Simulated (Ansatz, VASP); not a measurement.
# One calculation of WC, two programs

```
CELL_PARAMETERS angstrom
0.00000 2.35023 2.35023
2.35023 0.00000 2.35023
2.35023 2.35023 0.00000
ATOMIC_POSITIONS crystal
W 0.00000 0.00000 0.00000
C 0.75000 0.75000 0.75000
```

Change from the starting cell: species swapped into the HgS type (F-43m, No. 216).

Alike in both runs: functional PBE; k mesh 6 × 6 × 6; occupations gaussian, width 0.1 eV; no spin polarisation.

Ansatz relaxed the structure, and its values are those at the end. VASP's run is a single point on that final structure, the one shown.

|  | VASP | Ansatz |
| --- | --- | --- |
| version | VASP 6.6.1 | Ansatz 0.2.0 |
| potentials or method | VASP PAW PBE potentials, release 64 (W_sv, C) | scalar-relativistic, plane waves, PAW |
| plane-wave cutoff (eV) | 520 | 420 |
| valence electrons in the cell | 18 | 18 |

VASP gave:

| Item | Value |
| --- | --- |
| gap on the k mesh at the Fermi level (eV) | none |
| pressure (GPa) | 0.5 |

Task: What did Ansatz give for the same quantities?

Result: gap on the k mesh at the Fermi level (eV): none; pressure (GPa): -0.2.

A gap of «none» marks a metal or a gap that the smearing closes.

Caveats: the k mesh is coarse (spacing up to 0.39 Å⁻¹), so the values aren't converged. Spin-orbit coupling is left out, which matters for the levels of W.
